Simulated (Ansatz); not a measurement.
## Lattice dynamics of SiTe2 monolayer (2H)

Wanted: vibrations and spectra of SiTe2 monolayer (2H); the cell is already relaxed. After the zone centre comes a 6×6×1 q mesh on a 18×18×1 k mesh.

Main program and level: Ansatz 0.2.0; DFT PBE, scalar-relativistic, plane waves, PAW.

## Step 1: Set-up

The cell holds 3 atoms: 1 Si and 2 Te. Its edges and angles: a = 3.576 Å, b = 3.576 Å, c = 31.000 Å, α = 90.0°, β = 90.0°, γ = 120.0°. Vacuum lies along c.

## Step 2: Modes at Γ

The cell comes from relaxations at this level that are not shown. The zone centre comes first: it holds the modes that light can see, as far as symmetry allows. No field response is asked, since the mesh shows no gap.

The input, input.yaml:

```yaml
crystal:
  lattice:
    - [3.5762800656, 0.0, 0.0]
    - [-1.7881400328, 3.0971493879, 0.0]
    - [0.0, 0.0, 31.0]
  atoms:
    - { symbol: Si, position: [0.3333333333, 0.6666666667, 0.3225806452] }
    - { symbol: Te, position: [0.6666666667, 0.3333333333, 0.3840501299] }
    - { symbol: Te, position: [0.6666666667, 0.3333333333, 0.2611111605] }
  periodic: [true, true, false]
kpoints:
  mp_grid: { grid: [18, 18, 1] }
hamiltonian:
  xc: pbe
scf:
  occupations: { method: methfessel_paxton, width: 0.15 }
output:
  eigenvalues: true
phonons:
  method: dfpt
```

Run with:

```bash
$ ansatz run input.yaml --threads 8 --pin off --max-ram 14336MiB --backend cpu --events-out ev --progress --plain --runs-dir out
```

Numbers of over 12 decimals in the logs are rounded to 6 here.

The program printed:

```text
Warning: crystal.symmetry: narrowed to the stabiliser of the run's FFT grids — unitary ops 12 → 6. A phonons.method: dfpt run fills in the rows of the dynamical matrix that it does not solve by its symmetry operations, which is exact only for operations that map its FFT grids onto themselves: filled in by any other, the frequencies could depend on the order in which like atoms are typed, or, by more than the grids' own error, on where the crystal sits among the grids' points. Excluded: 6 operations. The run can therefore solve more perturbations, solve them on more k-points, or both, and cost more. [rest of the remark cut]
Engine: ansatz 0.2.0, x86_64-unknown-linux-gnu
Pseudopotentials: kind: paw
Pseudopotential: Si, paw, valence charge 4, recommended cutoff 420 eV (normal), Si.paw.azcp
Pseudopotential: Te, paw, valence charge 16, recommended cutoff 420 eV (normal), Te.paw.azcp
Functional definition: PBE
  parameter kappa = 0.804
  parameter beta = 0.066725
  exchange = pbe_x(kappa = kappa, mu = beta*pi^2/3)
  correlation = pbe_c(beta = beta)
Crystal: 3 atoms, lattice volume = 343.364 Å³
Basis set: ecut = 420 eV, 6601 PW (Γ), exchange–correlation on 48×48×432 points (8 copies of the dense FFT grid, shifted against one another)
Bands: 22, of which v1, the nominal top of the filled ones, is band 18 counted from 1 (17 counted from 0)
Symmetry: 12 space group operations
k-points: 91 of 324 (irreducible under 2 space group operations, time reversal used)
Non-local potential: Si, projectors of the file, l = 0: 2, l = 1: 2, l = 2: 2
Non-local potential: Te, projectors of the file, l = 0: 2, l = 1: 2, l = 2: 2, l = 3: 2
PAW form: soft (Blöchl's): semilocal exchange-correlation on the pseudo side does not see the compensation charge
PAW one-centre angular grid: Si, 110 points (default); XC on 64 Gauss nodes
PAW one-centre angular grid: Te, 590 points (default); XC on 64 Gauss nodes
Initial density: superposition of atomic densities (neutral atoms: chi_scale 0, normalization atom), corrected by the library's trained network
Initial wavefunctions: pseudopotential atomic-orbital guess
Functional: x = pbe(κ = 0.804, μ = 0.219515), c = pbe(β = 0.066725)
SCF iter   1: F=—  HF=-14594.842286 eV  |F-HF|=—  |Δ(HF+E_count)|=         —  Δρ=1.46e-3  dr2=7.80e-3  ethr=1.77e-3  ⟨swp⟩=13.3  Hψ=14970  notcnv=0
preconditioner: auto → LDOS  [insulator: Δε(μ)=0.108 eV  Ē_g=7.934 eV  σ=0.150 eV  W_gap=0.51  n_scr=18 (ndim 8)  ℏωp=8.0 eV  f_vac=0.735  D(μ)=1.32/eV (n_scr^D=8)  ε∞_Penn≈2.0  β→1.0]
SCF iter   2: F=—  HF=-14594.842973 eV  |F-HF|=—  |Δ(HF+E_count)|=   6.87e-4  S|Δr|=    0.00e0  Δρ=4.58e-4  dr2=9.74e-4  ethr=2.17e-5  ⟨swp⟩=3.3  Hψ=5260  notcnv=0  defer=16
SCF iter   3: F=—  HF=-14594.843086 eV  |F-HF|=—  |Δ(HF+E_count)|=   1.12e-4  S|Δr|=    0.00e0  Δρ=3.29e-4  dr2=8.81e-4  ethr=2.71e-6  ⟨swp⟩=3.0  Hψ=4276  notcnv=0  defer=16
SCF iter   4: F=—  HF=-14594.842916 eV  |F-HF|=—  |Δ(HF+E_count)|=   1.70e-4  S|Δr|=    0.00e0  Δρ=1.38e-4  dr2=9.61e-5  ethr=2.45e-6  ⟨swp⟩=3.2  Hψ=4075  notcnv=0  defer=16
SCF iter   5: F=—  HF=-14594.842893 eV  |F-HF|=—  |Δ(HF+E_count)|=   2.32e-5  S|Δr|=    0.00e0  Δρ=2.28e-5  dr2=5.18e-6  ethr=2.67e-7  ⟨swp⟩=2.1  Hψ=3764  notcnv=0  defer=16
SCF iter   6: F=—  HF=-14594.842893 eV  |F-HF|=—  |Δ(HF+E_count)|=   5.47e-8  S|Δr|=    0.00e0  Δρ=7.35e-6  dr2=5.43e-7  ethr=1.44e-8  ⟨swp⟩=3.5  Hψ=4174  notcnv=0  defer=16
SCF iter   7: F=—  HF=-14594.842928 eV  |F-HF|=—  |Δ(HF+E_count)|=   3.49e-5  S|Δr|=    0.00e0  Δρ=1.11e-6  dr2=5.72e-9  ethr=1.51e-9  ⟨swp⟩=3.2  Hψ=4348  notcnv=0  defer=17
SCF iter   8: F=—  HF=-14594.842928 eV  |F-HF|=—  |Δ(HF+E_count)|=   1.66e-9  S|Δr|=    0.00e0  Δρ=3.89e-7  dr2=1.08e-9  ethr=1.59e-11  ⟨swp⟩=3.9  Hψ=4698  notcnv=0  defer=17
SCF iter   9: F=—  HF=-14594.842928 eV  |F-HF|=—  |Δ(HF+E_count)|=  5.71e-10  S|Δr|=    0.00e0  Δρ=7.75e-8  dr2=3.33e-11  ethr=2.99e-12  ⟨swp⟩=3.3  Hψ=4430  notcnv=0  defer=17
SCF iter  10: F=-14594.842928 eV  HF=-14594.842928 eV  |F-HF|=3.64e-11  |Δ(HF+E_count)|=  2.44e-10  S|Δr|=    0.00e0  Δρ=8.33e-9  dr2=5.09e-13  ethr=1.00e-12  ⟨swp⟩=15.7  Hψ=15683  notcnv=0
SCF 1 converged in 10 iterations: F = -14594.842928 eV  dr2 = 5.09e-13
  greatest PAW one-centre occupation: 0.998 electrons in one spin orbital (limit 2), on the Te atom at site 2 (counted from 0), in its partial waves of l = 2
DFPT response loops at Γ: preconditioner auto → none (partly filled bands, converged f_vac=0.735); β = 0.50; Broyden in place of MSR1
SCF converged after 10 iterations
Stability not checked: this state was not tested for a lower state beside it, because cold or Methfessel-Paxton smearing, or corrected tetrahedra, fill the levels in a way that the test cannot read (fill_not_monotonic; see scf.lower_state_search)
Free energy (F): -14594.842928 eV
Harris-Foulkes:  -14594.842928 eV  (|F-HF|=3.64e-11)
Internal energy: -14594.846073 eV  (E = F + TS)
E sigma→0 (E₀):  -14594.843714 eV
Entropy (-TS):   0.003145 eV (1.048 meV/atom)
Fermi energy:    -4.857937 eV
--- Per-component energies (eV) ---
  E_band       = -991.265790
  E_kinetic    = 399.385951
  E_local      = -61845.673511  (includes V_loc(G=0)·N_el)
  E_nonlocal   = -595.133191
  E_hartree    = 31032.861715
  E_xc         = -303.067604
  E_vxc        = -253.994184  (∫ρ·V_xc dr)
  E_paw        = -9836.579680  (= ΣΔE_a)
  E_vpaw       = -761.573842  (= ΣTr[D̂ρ^β])
  E_aug_tail   = -0.000369  (compensation charges beyond the density's cutoff)
  E_ewald      = 26553.360616
  E_smearing   = 0.003145  (= −TS)
  E_closure    = -0.000000  (closes the sum)
  Σ components = -14594.842928   (vs F -14594.842928, Δ=0.00e0)
--- Band table (eV; the first three rows and the last of 91) ---
  k-point 0: bands = [... 14 lower, -4.2918, -4.2918, -3.6414, -3.1358, -3.1358, -1.2869, -1.2869, -0.8369]
  k-point 1: bands = [... 14 lower, -4.8685, -4.4107, -3.5145, -3.3692, -3.2146, -1.4295 (-1.4295°), -1.1786, -0.7353]
  k-point 2: bands = [... 14 lower, -5.8422, -4.7063, -4.3697, -3.4267, -3.1790, -1.7691 (-1.7691°), -0.9348, -0.5453]
  k-point 90: bands = [... 14 lower, -8.8100, -8.4970, -6.9841, -5.6675, -4.9598, -2.9470, -0.9377, -0.3650]
  ° read free of the cell's end (the report's vacuum.weakly_bound_levels)
--- Phonons (Γ-DFPT): 6 representative perturbations + reference, on 91 of 324 k-points (Σ response iterations 22) ---
  ASR residual: 2.315e-5 → 0.000e0 eV/Å²; symmetrization residual: 6.298e-6 eV/Å²
  The last average, over the group as it would stand without the narrowing to the FFT grids, took up to 2.043e-6 eV/Å² of the zone centre's force constants
  ASR residual per site (eV/Å²): 2.32e-5 1.22e-5 1.01e-5
  Γ frequencies (cm⁻¹): 0.00 0.00 0.00 58.02 58.02 127.98 160.77 160.77 162.73
  non-analytic LO–TO correction: not included (Born effective charges unavailable; polar crystals: no LO–TO splitting at Γ)
```

Wall time 34 s (8 threads of Intel Xeon 6975P-C (Granite Rapids), shared host); peak memory 2.7 GiB; 4 min of CPU time.

Numbers from this step:

| Property | Result |
| --- | --- |
| gap on the k-mesh | 0 eV |
| sum-rule residual before enforcement | 2.32e-5 eV/Å² |
| point group | -6m2 |
| area per atom | 3.692 Å² |
| highest optical mode at the zone centre (no LO-TO term) | 162.7 cm⁻¹ |
| lowest optical zone-centre mode | 58.02 cm⁻¹ |

Patterns of degenerate modes are one choice out of their space. The modes at Γ (shares of kinetic energy by element, %):

```csv
mode,frequency (cm⁻¹),symmetry,Si %,Te %
1,0.0,acoustic,10,90
2,0.0,acoustic,10,90
3,0.0,acoustic,10,90
4,58.0,E'',0,100
5,58.0,E'',0,100
6,128.0,A1',0,100
7,160.8,E',90,10
8,160.8,E',90,10
9,162.7,A2'',90,10
```

Displacements in mode 4 (58.0 cm⁻¹), the largest set to 1:
```
Si1  0.00  0.00  0.00
Te2  1.00 -0.97  0.00
Te3 -1.00  0.97  0.00
```

Displacements in mode 6 (128.0 cm⁻¹), the largest set to 1:
```
Si1  0.00  0.00  0.00
Te2  0.00  0.00  1.00
Te3  0.00  0.00 -1.00
```

Before it was imposed, the acoustic sum rule was missed by 2.3e-5 eV/Å². Small misses are needed for a sound result but don't prove that mesh and cutoff are converged. The lowest optical mode is real, 58.0 cm⁻¹.

## Step 3: The dispersion

Stability and thermal properties need the whole zone. Linear response on a 6×6×1 q mesh gives force constants as far as a supercell of that size would.

input.yaml: that of step 2 with these lines changed.

```diff
@@ -20 +20,10 @@
   method: dfpt
+  qmesh: [6, 6, 1]
+  temperatures: { t_max: 1000, t_step: 50 }
+  qpath:
+    path:
+      - [0.0, 0.0, 0.0]
+      - [0.5, 0.0, 0.0]
+      - [0.33333333, 0.33333333, 0.0]
+      - [0.0, 0.0, 0.0]
+    npoints: 10
```

The program printed:

```text
[...]
Crystal: 3 atoms, lattice volume = 343.364 Å³
Basis set: ecut = 420 eV, 6601 PW (Γ), exchange–correlation on 48×48×432 points (8 copies of the dense FFT grid, shifted against one another)
Bands: 22, of which v1, the nominal top of the filled ones, is band 18 counted from 1 (17 counted from 0)
Symmetry: 12 space group operations
k-points: 37 of 324 (irreducible under 6 space group operations, time reversal used)
[...]
SCF iter   1: F=—  HF=-14594.842587 eV  |F-HF|=—  |Δ(HF+E_count)|=         —  Δρ=1.46e-3  dr2=7.64e-3  ethr=1.77e-3  ⟨swp⟩=13.1  Hψ=6052  notcnv=0
[...]
SCF iter  10: F=-14594.842928 eV  HF=-14594.842928 eV  |F-HF|=3.64e-11  |Δ(HF+E_count)|=  2.91e-11  S|Δr|=    0.00e0  Δρ=1.28e-8  dr2=2.15e-12  ethr=1.00e-12  ⟨swp⟩=16.4  Hψ=6460  notcnv=0
SCF 1 converged in 10 iterations: F = -14594.842928 eV  dr2 = 2.15e-12
[...]
phonons: the bands overlap, so this run is a metal and interpolates without the dipole-dipole term. If the crystal is really an insulator or semiconductor, its LO-TO splitting is missing
NSCF: frozen V_eff on 37 k-points
[...]
DFPT response loops at q = (0, 0, 0) (fractional): preconditioner auto → none (partly filled bands, converged f_vac=0.735); β = 0.50; Broyden in place of MSR1
[...]
SCF converged after 10 iterations
[...]
Free energy (F): -14594.842928 eV
[...]
Internal energy: -14594.846073 eV  (E = F + TS)
E sigma→0 (E₀):  -14594.843714 eV
Entropy (-TS):   0.003145 eV (1.048 meV/atom)
Fermi energy:    -4.857938 eV
[...]
--- Band table (eV; the first three rows and the last of 37) ---
  k-point 0: bands = [... 14 lower, -4.2918, -4.2918, -3.6414, -3.1358, -3.1358, -1.2869, -1.2869, -0.8369]
  k-point 1: bands = [... 14 lower, -4.8685, -4.4107, -3.5145, -3.3692, -3.2146, -1.4295 (-1.4295°), -1.1786, -0.7353]
  k-point 2: bands = [... 14 lower, -5.8422, -4.7063, -4.3697, -3.4267, -3.1790, -1.7691 (-1.7691°), -0.9348, -0.5453]
  k-point 36: bands = [... 14 lower, -9.2537, -8.2029, -8.0529, -5.3206, -5.2527, -3.8614, -1.2255, 0.4293]
  ° read free of the cell's end (the report's vacuum.weakly_bound_levels)
--- Phonons (Γ-DFPT): 6 representative perturbations + reference (Σ response iterations 24) ---
  ASR residual: 4.831e-5 → 0.000e0 eV/Å²; symmetrization residual: 1.715e-5 eV/Å²
[...]
ASR residual per site (eV/Å²): 4.83e-5 2.08e-5 1.98e-5
  Γ frequencies (cm⁻¹): 0.00 0.00 0.00 58.02 58.02 127.98 160.77 160.77 162.73
--- Phonons (arbitrary-q DFPT): 7 irreducible q on the 6×6×1 mesh ---
  q = [0.0000, 0.0000, 0.0000] (star 1, of the zone-centre solve; hermiticity 7.69e-6, symmetrization 3.10e-11, taken by the last average 1.49e-7): -0.00 0.00 0.00 58.02 58.02 127.98 160.77 160.77 162.73
  q = [0.0000, 0.1667, 0.0000] (star 6, 9 solved perturbations on 171 of 324 k-point pairs; hermiticity 6.52e-6, symmetrization 1.63e-8, taken by the last average 8.48e-7): -18.15 28.96 49.07 54.30 61.45 110.54 157.96 165.61 176.90
[...]
q = [0.1667, 0.1667, 0.0000] (star 6, 6 solved perturbations in 1485 linear systems a pass and spin channel, the states on 324 of 324 k-point pairs; hermiticity 1.62e-6, symmetrization 3.26e-10, taken by the last average 4.41e-7): -19.96 43.11 62.29 70.16 73.87 105.15 162.58 177.15 214.52
[...]
sum rule: each row above includes the acoustic sum rule's correction from the zone centre's row sums; it moved no ω² by more than (0.68 cm⁻¹)²
  mesh force constants: q→R imaginary residual 1.51e-16; ASR residual 4.831e-5 → 0.000e0 eV/Å²; symmetrization residual 4.441e-15 eV/Å²
  interpolated dispersion: 31 rows × 9 modes
  density of states and harmonic sums: on the 24×24×1 q-mesh, interpolated from the force constants of a 6×6×1 supercell (no non-analytic term)
  largest difference from the sums on the solved wave vectors: F 1.76e-2 eV, S 2.12e-5 and C_V 3.60e-6 eV/K
  zero-point energy: 0.055371 eV/cell   skipped modes (ω ≤ 0): 31, of them read as no rigid motion or as one in doubt: 28 (4.531e-1 modes/cell left out, lowest -27.76 cm⁻¹)   left out of the sums: 5.09e-2 of the cell's modes: C_V's classical limit lies that fraction below 3 k_B per atom; for a crystal, a wire or a layer, F and S can be off by more, and a phonons.interpolated_qmesh denser along its periods is the remedy for the sampling
```

It took 7.3 min on 8 threads; peak memory 5.2 GiB; 55 min of CPU time.

This step gave:

```yaml
sum_rule_residual_before_enforcement: 4.83e-5 eV/Å²
lowest_frequency_on_the_path: -27.76 cm⁻¹
highest_frequency_on_the_path_or_at_a_solved_wavevector: 247 cm⁻¹
lowest_mode_on_the_q_mesh_acoustic_modes_at_gamma_apart: -27.76 cm⁻¹
```

Frequencies (cm⁻¹) solved at each irreducible wavevector; negative means imaginary. Frequencies by wavevector, by row:

```csv
q in reciprocal lattice units,star,mode 1,mode 2,mode 3,mode 4,mode 5,mode 6,mode 7,mode 8,mode 9
0 0 0,1,0,0,0,58,58,128,160.8,160.8,162.7
0 0.1667 0,6,-18.1,29,49.1,54.3,61.5,110.5,158,165.6,176.9
0 0.3333 0,6,7.3,42.6,65.4,67.2,76.7,99.8,102.5,172.9,222.5
0 -0.5 0,3,-27.8,45.3,68.3,74.2,87,89.5,112.8,179.6,247
0.1667 0.1667 0,6,-20,43.1,62.3,70.2,73.9,105.2,162.6,177.2,214.5
0.1667 0.3333 0,12,20.9,48.6,49.9,75.8,86,101.1,139.6,184,235.2
0.3333 0.3333 0,2,38.9,54.8,68.4,70.8,99,101.6,127.4,194,246.2
```

Interpolated from a 6×6×1 q mesh. Phonon branches along the path, in cm⁻¹:

```csv
point,branch 1,branch 2,branch 3,branch 4,branch 5,branch 6,branch 7,branch 8,branch 9
Γ,0,0,0,58,58,128,161,161,163
halfway,-20,42,58,64,68,102,142,167,201
M,-28,45,68,74,87,90,113,180,247
halfway,18,50,51,79,90,102,130,184,240
K,39,55,68,71,99,102,127,194,246
halfway,-20,43,62,70,74,105,163,177,214
Γ,0,0,0,58,58,128,161,161,163
```

The phonon branches as a text plot (rows in cm⁻¹):

```
    241 |               ***********************
    230 |             **                       ***
    218 |           **                            ****
    207 |         **
    195 |                            ********         ***
    184 |       **        ***********        *******     **
    173 |   ****    ******                          *********
    161 |***********                           ******************
    150 |                                    **
    138 |         **                **     **
    127 |***                      **  *****                  ****
    115 |   ****    **    ********                       ****
    104 |       **********      *************************
     92 |             **  ******  ****       **
     81 |             ******  *******          *****
     70 |         ************       *************  *****
     58 |*************        ****  *******  ********************
     47 |   ****  **********************   ***********     **
     35 |   **  **                   ********         ***  **
     24 |     **                   **        *****       **  ***
     12 | ****        ****        *                        *****
      1 |*****                  **                **         ****
    -11 |     **    **         *                           **
    -22 |       ****      *****                     *******
         Γ                   M           K                      Γ
```

(Continued in part 2 of 2.)

[Logs are printed without paths, hosts, clocks, repeated set-up lines and the standing remarks that a program may print on its own settings, such as how far it seeks lower states.]

[Hosts, paths, dates, database ids (printed as entryN), source tags and the programs' standing remarks are cut or masked in the printed files.]
